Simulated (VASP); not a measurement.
Set up this calculation in VASP 6.6.1, as the native input.

```yaml
Task: single point
Functional: PBE
Potentials_or_basis: VASP PAW PBE potentials, release 64 (Tc_pv)
Cutoff: 520 eV
k_mesh: 11 × 11 × 6
Occupations: fermi-dirac, width 0.05 eV
Spin: no spin polarisation
Further_INCAR_settings: ALGO = Normal; EDIFF = 1e-07; NBANDS = 20
```

The structure of Tc lies in POSCAR:

```
Tc
1.0
    2.7400000000      0.0000000000      0.0000000000
   -1.3700000000      2.3729096064      0.0000000000
    0.0000000000      0.0000000000      4.3980000000
Tc
2
Direct
    0.6499490000      0.3300850000      0.7450650000
    0.3411890000      0.6657310000      0.2615210000
```

The cell isn't the ideal one: atoms moved at random, drawn with an rms of 0.05 Å.

These files were run (other wordings do the same):

INCAR

```
ALGO     = Normal         # electronic algorithm
EDIFF    = 1E-7           # SCF threshold, eV
ENCUT    = 520            # plane-wave cutoff, eV
GGA      = PE             # functional
ISIF     = 2              # what is computed and relaxed
ISMEAR   = -1             # smearing method
LASPH    = True           # aspherical terms in the spheres
LCHARG   = False          # write CHGCAR
LREAL    = False          # projectors in reciprocal space
LWAVE    = False          # write WAVECAR
NBANDS   = 20             # bands
NELM     = 80             # most SCF steps
PREC     = Accurate       # precision mode
SIGMA    = 0.05           # smearing width, eV
```

KPOINTS

```
k-points
0
Gamma
  11 11 6
```

Potentials or basis: VASP PAW PBE potentials, release 64 (Tc_pv).

Run with:

```console
$ cat potpaw_PBE.64/Tc_pv/POTCAR > POTCAR
$ mpirun -np 1 vasp_std > vasp.out
```

It gave:

```json
{
  "Pressure": "3.0 GPa",
  "Largest force": "0.245 eV/Å",
  "Band gap on the k mesh": "none (metal or under the smearing width)"
}
```

It took 98 s on 1 thread of Intel(R) Xeon(R) Platinum 8488C (Sapphire Rapids), on a shared host, peak memory 0.26 GiB.
